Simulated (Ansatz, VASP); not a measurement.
In in VASP and in Ansatz

```
In
1.0
     0.00000    2.33723    2.33723
     2.33723    0.00000    2.33723
     2.33723    2.33723    0.00000
In
1
Direct
  0.00000 0.00000 0.00000
```

Alike in both runs: task single point; functional PBEsol; k mesh 13 × 13 × 13; occupations fermi-dirac, width 0.1 eV; no spin polarisation.

|  | VASP | Ansatz |
| --- | --- | --- |
| version | VASP 6.6.1 | Ansatz 0.2.0 |
| potentials or method | VASP PAW PBE potentials, release 64 (In_d) | plane waves (420 eV) with PAW, scalar-relativistic |
| plane-wave cutoff (eV) | 520 | 420 |
| valence electrons in the cell | 13 | 13 |

|  | VASP | Ansatz | Ansatz less VASP |
| --- | --- | --- | --- |
| pressure (GPa) | 0.1 | 0.1 | +0.02 |

Ansatz warned: «pseudo_functional_mismatch».

Caveats: the PAW data sets were made with another functional, which shifts forces and pressure a little (VASP).
